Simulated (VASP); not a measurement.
A run of VASP 6.6.1:

run.py

```python
from ase.calculators.vasp import Vasp
from ase.dft.bandgap import bandgap
from ase.io import read

atoms = read('Cr.xyz')
atoms.set_initial_magnetic_moments([3.0])
calc = Vasp(
    directory='calc',
    xc='pbe',
    pp='PBE',
    setups='recommended',
    pp_version='54',
    prec='Accurate',
    encut=520,
    ediff=1e-06,
    ismear=0,
    sigma=0.1,
    lreal=False,
    lasph=True,
    nelm=100,
    algo='Normal',
    isif=2,
    lwave=False,
    lcharg=False,
    ispin=2,
    lorbit=11,
    lmaxmix=4,
    kpts=[12, 12, 12],
    gamma=True,
)
atoms.calc = calc

print('energy (eV):', atoms.get_potential_energy())
print('free energy (eV):', atoms.get_potential_energy(force_consistent=True))
print('forces (eV/A):')
print(atoms.get_forces())
print('stress (eV/A^3, Voigt):', atoms.get_stress())
print('Fermi level (eV):', calc.get_fermi_level())
print('moment (muB):', atoms.get_magnetic_moment())
print('site moments (muB):', atoms.get_magnetic_moments())
gap, top, bottom = bandgap(calc)
print('band gap (eV):', gap, 'from (spin, k, band)', top, 'to', bottom)
```

The input Cr.xyz:

```xyz
1
Lattice="-1.4844496776 1.4844496776 1.4844496776 1.4844496776 -1.4844496776 1.4844496776 1.4844496776 1.4844496776 -1.4844496776" Properties=species:S:1:pos:R:3 pbc="T T T"
Cr     0.0000000000      0.0000000000      0.0000000000
```

Potentials or basis: VASP PAW PBE potentials, release 54 (Cr_pv).

The run is started by

```bash
$ python run.py
```

Hardware: 1 thread of Intel(R) Xeon(R) Platinum 8488C (Sapphire Rapids) (shared host).

Problem. Estimate the wall time of this run.

Solution. Run time: 22 s on 1 thread of Intel(R) Xeon(R) Platinum 8488C (Sapphire Rapids), with other jobs on the host, peak memory 0.14 GiB. Counts: scf iterations 14, k points 72.
